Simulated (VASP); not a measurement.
# Li (R-3m) in VASP: notebook

Runs on Li. Level: PBE. Tasks: single point, relaxation of cell and atoms.

All numbers are computed with VASP 6.6.1; they aren't measurements. Logs are shortened: lines on timing, memory, paths and dates and some standing lists are left out, and cuts for length are marked.

## (1) The crystal as given

It takes space group R-3m (No. 166, trigonal). The conventional cell has a = 6.714 Å, b = 6.714 Å, c = 22.640 Å, α = 90.00°, β = 90.00°, γ = 120.00°. Around Li (site symmetry m) lie 6 Li at 2.81 to 3.05 Å. Li (site symmetry m) has 7 Li at 2.65 to 3.02 Å as nearest neighbours.

The cell was built by a generator and needn't be a form met in nature.

## (2) Single point, PBE

File INCAR:

```
SYSTEM = Li
PREC     = Accurate       ! precision mode
ENCUT    = 520            ! plane-wave cutoff, eV
EDIFF    = 1E-6           ! SCF threshold, eV
ISMEAR   = 0              ! smearing method
SIGMA    = 0.1            ! smearing width, eV
LREAL    = .FALSE.        ! projectors in reciprocal space
LASPH    = .TRUE.         ! aspherical terms in the spheres
NELM     = 100            ! most SCF steps
ALGO     = Normal         ! electronic algorithm
ISIF     = 2              ! what is computed and relaxed
LWAVE    = .FALSE.        ! write WAVECAR
LCHARG   = .TRUE.         ! write CHGCAR
GGA      = PE             ! functional
LELF     = .TRUE.         ! ELF
LVHAR    = .TRUE.       
NBANDS   = 30             ! bands
```

File KPOINTS:

```
Automatic mesh
0
G
  3 3 3
  0 0 0
```

File POSCAR:

```
Li
1.0
    3.3569827079      1.9381548701      7.5465920887
   -3.3569827079      1.9381548701      7.5465920887
    0.0000000000     -3.8763097401      7.5465920887
Li
12
Direct
    0.0772875204      0.5321417735      0.0772875204
    0.0772875204      0.0772875204      0.5321417735
    0.5321417735      0.0772875204      0.0772875204
    0.9227124796      0.4678582265      0.9227124796
    0.4678582265      0.9227124796      0.9227124796
    0.9227124796      0.9227124796      0.4678582265
    0.2277652832      0.6305382488      0.2277652832
    0.2277652832      0.2277652832      0.6305382488
    0.6305382488      0.2277652832      0.2277652832
    0.7722347168      0.3694617512      0.7722347168
    0.3694617512      0.7722347168      0.7722347168
    0.7722347168      0.7722347168      0.3694617512
```

Potentials or basis: VASP PAW PBE potentials, release 64 (Li_sv).

Started as:

```bash
$ cat potpaw_PBE.64/Li_sv/POTCAR > POTCAR
$ mpirun -np 1 vasp_std > vasp.out
```

OUTCAR:

```text
SYSTEM = Li
   PREC = Accurate
   ENCUT = 520
   EDIFF = 1E-6
   ISMEAR = 0
   LREAL = .FALSE.
   LASPH = .TRUE.
   NELM = 100
   ISIF = 2
   GGA = PE

 ion  position               nearest neighbor table
   1  0.077  0.532  0.077-
   2  0.077  0.077  0.532-
   3  0.532  0.077  0.077-
   4  0.923  0.468  0.923-
   5  0.468  0.923  0.923-
   6  0.923  0.923  0.468-
   7  0.228  0.631  0.228-
   8  0.228  0.228  0.631-
   9  0.631  0.228  0.228-
  10  0.772  0.369  0.772-
  11  0.369  0.772  0.772-
  12  0.772  0.772  0.369-

  LATTYP: Found a trigonal (rhomboedric) cell.
 ALAT       =     8.4839159210
 COS(alpha) =     0.6868622027

  Lattice vectors:

 A1 = (   3.3569827079,   1.9381548701,   7.5465920887)
 A2 = (  -3.3569827079,   1.9381548701,   7.5465920887)
 A3 = (   0.0000000000,  -3.8763097401,   7.5465920887)

Analysis of symmetry for initial positions (statically):
=====================================================================
 Subroutine PRICEL returns:
 Original cell was already a primitive cell.

 Routine SETGRP: Setting up the symmetry group for a
 trigonal (rhombohedral) supercell.

 Subroutine GETGRP returns: Found 12 space group operations
 (whereof 12 operations were pure point group operations)
 out of a pool of 12 trial point group operations.

The static configuration has the point symmetry D_3d.

Analysis of symmetry for dynamics (positions and initial velocities):
=====================================================================
 Subroutine PRICEL returns:
 Original cell was already a primitive cell.

 Routine SETGRP: Setting up the symmetry group for a
 trigonal (rhombohedral) supercell.

 Subroutine GETGRP returns: Found 12 space group operations
 (whereof 12 operations were pure point group operations)
 out of a pool of 12 trial point group operations.

The dynamic configuration has the point symmetry D_3d.

 Subroutine INISYM returns: Found 12 space group operations
 (whereof 12 operations are pure point group operations),
 and found     1 'primitive' translations

----------------------------------------------------------------------------------------

                                     Primitive cell

  volume of cell :     294.6047

  direct lattice vectors                    reciprocal lattice vectors
     3.356982708  1.938154870  7.546592089     0.148943275  0.085992440  0.044170048
    -3.356982708  1.938154870  7.546592089    -0.148943275  0.085992440  0.044170048
     0.000000000 -3.876309740  7.546592089     0.000000000 -0.171984880  0.044170048

  length of vectors
     8.483915921  8.483915921  8.483915921     0.177566304  0.177566304  0.177566304

  position of ions in fractional coordinates (direct lattice)
     0.077287520  0.532141774  0.077287520
     0.077287520  0.077287520  0.532141774
     0.532141774  0.077287520  0.077287520
     0.922712480  0.467858226  0.922712480
     0.467858226  0.922712480  0.922712480
     0.922712480  0.922712480  0.467858226
     0.227765283  0.630538249  0.227765283
     0.227765283  0.227765283  0.630538249
     0.630538249  0.227765283  0.227765283
     0.772234717  0.369461751  0.772234717
     0.369461751  0.772234717  0.772234717
     0.772234717  0.772234717  0.369461751

  ion indices of the primitive-cell ions
   primitive index   ion index
                 1           1
                 2           2
                 3           3
                 4           4
                 5           5
                 6           6
                 7           7
                 8           8
                 9           9
                10          10
                11          11
                12          12

----------------------------------------------------------------------------------------

 KPOINTS: Automatic mesh

Automatic generation of k-mesh.
 Grid dimensions read from file:
 generate k-points for:    3    3    3

 Generating k-lattice:

  Cartesian coordinates                     Fractional coordinates (reciprocal lattice)
     0.049647758  0.028664147  0.014723349     0.333333333  0.000000000  0.000000000
    -0.049647758  0.028664147  0.014723349     0.000000000  0.333333333  0.000000000
     0.000000000 -0.057328293  0.014723349     0.000000000  0.000000000  0.333333333

  Length of vectors
     0.059188768  0.059188768  0.059188768

  Shift w.r.t. Gamma in fractional coordinates (k-lattice)
     0.000000000  0.000000000  0.000000000

 Subroutine IBZKPT returns following result:
 ===========================================

 Found      6 irreducible k-points:

 Following reciprocal coordinates:
            Coordinates               Weight
  0.000000  0.000000  0.000000      1.000000
  0.333333 -0.000000 -0.000000      6.000000
  0.333333  0.333333 -0.000000      6.000000
 -0.333333  0.333333  0.000000      6.000000
  0.333333  0.333333  0.333333      2.000000
 -0.333333  0.333333  0.333333      6.000000
   k-points           NKPTS =      6   k-points in BZ     NKDIM =      6   number of bands    NBANDS=     30
   number of dos      NEDOS =    301   number of ions     NIONS =     12
   total plane-waves  NPLWV = 262144
   dimension x,y,z NGX =    64 NGY =   64 NGZ =   64
   dimension x,y,z NGXF=   128 NGYF=  128 NGZF=  128
   ions per type =              12
   NGX,Y,Z   is equivalent  to a cutoff of  12.54, 12.54, 12.54 a.u.
   NGXF,Y,Z  is equivalent  to a cutoff of  25.08, 25.08, 25.08 a.u.
 SYSTEM =  Li
   PREC   = accura    normal or accurate (medium, high low for compatibility)
   ISTART =      0    job   : 0-new  1-cont  2-samecut
   ICHARG =      2    charge: 1-file 2-atom 10-const
   ISPIN  =      1    spin polarized calculation?
   LNONCOLLINEAR =      F non collinear calculations
   LSORBIT =      F    spin-orbit coupling
   LASPH  =      T    aspherical Exc in radial PAW
   ENCUT  =  520.0 eV  38.22 Ry    6.18 a.u.  15.77 15.77 15.77*2*pi/ulx,y,z
   NELM   =    100;   NELMIN=  2; NELMDL= -5     # of ELM steps
   EDIFF  = 0.1E-05   stopping-criterion for ELM
   LREAL  =      F    real-space projection
   EDIFFG = 0.1E-04   stopping-criterion for IOM
   NSW    =      0    number of steps for IOM
   IBRION =     -1    ionic relax: 0-MD 1-quasi-New 2-CG
   NFREE  =      0    steps in history (QN), initial steepest desc. (CG)
   ISIF   =      2    stress and relaxation
   ISYM   =      2    0-nonsym 1-usesym 2-fastsym
   POTIM  = 0.5000    time-step for ionic-motion
   TEBEG  =    0.0;   TEEND  =   0.0 temperature during run
   PSTRESS=    0.0 pullay stress
   NELECT =      36.0000    total number of electrons
   NUPDOWN=      -1.0000    fix difference up-down
   EMIN   =  10.00;   EMAX   =-10.00  energy-range for DOS
   EFERMI =   0.00;   METHOD = LEGACY
   ISMEAR =     0;   SIGMA  =   0.10  broadening in eV -4-tet -1-fermi 0-gaus
   EFERMI_NEDOS =   21; number of points for ismear=-14 and -15
   IALGO  =     38    algorithm
   IMIX   =      4    mixing-type and parameters
     AMIX     =   0.40;   BMIX     =  1.00
     AMIX_MAG =   1.60;   BMIX_MAG =  1.00
  volume/ion in A,a.u.               =      24.55       165.67
  Fermi-wavevector in a.u.,A,eV,Ry     =   0.812386  1.535187  8.979451  0.659971
  Thomas-Fermi vector in A             =   1.921919
   LORBIT       =      0    0 simple, 1 ext, 2 COOP (PROOUT), +10 PAW based schemes
   GGA     = PE    functional components
   LHFCALC =     F    Hartree Fock is set to
   AEXX    =    0.0000 exact exchange contribution
   IVDW    =     0    specifies the selected vdW correction
   LEPSILON=     F    determine dielectric tensor
   LRPA    =     F    only Hartree local field effects (RPA)
 non-spin polarized calculation
 Gauss-broadening in eV      SIGMA  =   0.10
  energy-cutoff  :      520.00
  volume of cell :      294.60
 maximum number of plane-waves:      7943
   NGX = 31   NGY = 31   NGZ = 31

 number of electron      36.0000010 magnetization

 Free energy of the ion-electron system (eV)
  ---------------------------------------------------
  ext. energy  EPLUGINS =         0.00000000
  ---------------------------------------------------
  free energy    TOTEN  =       -19.84747949 eV

  energy without entropy =      -19.80068732  energy(sigma->0) =      -19.82408340

 E-fermi :   0.0252     XC(G=0):  -6.5047

 val. band max:        0.0242189807   @ k =  -0.3333   0.3333   0.0000
 cond. band min:       0.0402949524   @ k =  -0.3333   0.3333   0.3333
 fundamental gap:      0.0160759717
 Fermi energy:         0.0251777797

 k-point     1 :       0.0000    0.0000    0.0000
  band No.  band energies     occupation
      1     -47.1496      2.00000
      2     -47.1445      2.00000
      3     -47.1445      2.00000
      4     -47.1428      2.00000
      5     -47.1381      2.00000
      6     -47.1381      2.00000
[... 22 lines left out ...]
     29       2.9715      0.00000
     30       4.2121      0.00000

 k-point     2 :       0.3333   -0.0000   -0.0000
  band No.  band energies     occupation
      1     -47.1487      2.00000
      2     -47.1462      2.00000
      3     -47.1445      2.00000
      4     -47.1412      2.00000
      5     -47.1388      2.00000
      6     -47.1380      2.00000
[... 22 lines left out ...]
     29       3.6895      0.00000
     30       4.4442      0.00000

 k-point     3 :       0.3333    0.3333   -0.0000
  band No.  band energies     occupation
      1     -47.1487      2.00000
      2     -47.1461      2.00000
      3     -47.1446      2.00000
      4     -47.1413      2.00000
      5     -47.1388      2.00000
      6     -47.1380      2.00000
[... 22 lines left out ...]
     29       3.2543      0.00000
     30       3.7986      0.00000

 k-point     4 :      -0.3333    0.3333    0.0000
  band No.  band energies     occupation
      1     -47.1476      2.00000
      2     -47.1475      2.00000
      3     -47.1445      2.00000
      4     -47.1400      2.00000
      5     -47.1399      2.00000
      6     -47.1380      2.00000
[... 22 lines left out ...]
     29       3.7795      0.00000
     30       4.1446      0.00000

 k-point     5 :       0.3333    0.3333    0.3333
  band No.  band energies     occupation
      1     -47.1495      2.00000
      2     -47.1446      2.00000
      3     -47.1446      2.00000
      4     -47.1429      2.00000
      5     -47.1380      2.00000
      6     -47.1380      2.00000
[... 22 lines left out ...]
     29       2.5347      0.00000
     30       2.7197      0.00000

 k-point     6 :      -0.3333    0.3333    0.3333
  band No.  band energies     occupation
      1     -47.1487      2.00000
      2     -47.1462      2.00000
      3     -47.1445      2.00000
      4     -47.1413      2.00000
      5     -47.1387      2.00000
      6     -47.1380      2.00000
[... 22 lines left out ...]
     29       3.3621      0.00000
     30       3.7628      0.00000

------------------------ aborting loop because EDIFF is reached ----------------------------------------

  FORCE on cell =-STRESS in cart. coord.  units (eV):
  Direction    XX          YY          ZZ          XY          YZ          ZX
  --------------------------------------------------------------------------------------
  -------------------------------------------------------------------------------------
  Total       -0.0908694     -0.0908694      0.1793997     -0.0000000      0.0000000      0.0000000
  in kB       -0.4941838     -0.4941838      0.9756467     -0.0000000      0.0000000      0.0000000
  external PRESSURE =      -0.0042403 kB  Pullay stress =       0.0000000 kB

 VOLUME and BASIS-vectors are now :
 -----------------------------------------------------------------------------
  energy-cutoff  :      520.00
  volume of cell :      294.60
      direct lattice vectors                 reciprocal lattice vectors
     3.356982708  1.938154870  7.546592089     0.148943275  0.085992440  0.044170048
    -3.356982708  1.938154870  7.546592089    -0.148943275  0.085992440  0.044170048
     0.000000000 -3.876309740  7.546592089     0.000000000 -0.171984880  0.044170048

 POSITION                                       TOTAL-FORCE (eV/Angst)
 -----------------------------------------------------------------------------------
     -1.52694      0.88158      5.18237         0.024324     -0.014044      0.025093
      0.00000     -1.76316      5.18237         0.000000      0.028087      0.025093
      1.52694      0.88158      5.18237        -0.024324     -0.014044      0.025093
      1.52694     -0.88158     17.45740        -0.024324      0.014044     -0.025093
     -1.52694     -0.88158     17.45740         0.024324      0.014044     -0.025093
      0.00000      1.76316     17.45740         0.000000     -0.028087     -0.025093
     -1.35210      0.78064      8.19612         0.007689     -0.004439     -0.023640
      0.00000     -1.56127      8.19612         0.000000      0.008879     -0.023640
      1.35210      0.78064      8.19612        -0.007689     -0.004439     -0.023640
      1.35210     -0.78064     14.44366        -0.007689      0.004439      0.023640
     -1.35210     -0.78064     14.44366         0.007689      0.004439      0.023640
      0.00000      1.56127     14.44366         0.000000     -0.008879      0.023640
 -----------------------------------------------------------------------------------
    total drift:                                0.000000      0.000000     -0.000000

  FREE ENERGIE OF THE ION-ELECTRON SYSTEM (eV)
  ---------------------------------------------------
  free  energy   TOTEN  =       -19.8474794901 eV

  energy  without entropy=      -19.8006873187  energy(sigma->0) =      -19.82408340
```

It took 52 s on 1 thread of Intel Xeon 6975P-C (Granite Rapids), shared host; peak memory 0.53 GiB.

Results:

* Free energy: -19.8475 eV
* Largest force: 0.038 eV/Å
* Band gap on the k mesh: none (metal or under the smearing width)

Forces in eV/Å, atoms in the order of the input:
```
Li   0.024 -0.014  0.025
Li   0.000  0.028  0.025
Li  -0.024 -0.014  0.025
Li  -0.024  0.014 -0.025
Li   0.024  0.014 -0.025
Li   0.000 -0.028 -0.025
Li   0.008 -0.004 -0.024
Li   0.000  0.009 -0.024
Li  -0.008 -0.004 -0.024
Li  -0.008  0.004  0.024
Li   0.008  0.004  0.024
Li   0.000 -0.009  0.024
```

Caveat: the k mesh is coarse (spacing up to 0.37 Å⁻¹), so the values aren't converged; the cutoff is under 1.25 times the usual one of these potentials, so pressure, stress and relaxed cells hold a basis-set (Pulay) error.

(Part 1 of 2 ends here.)
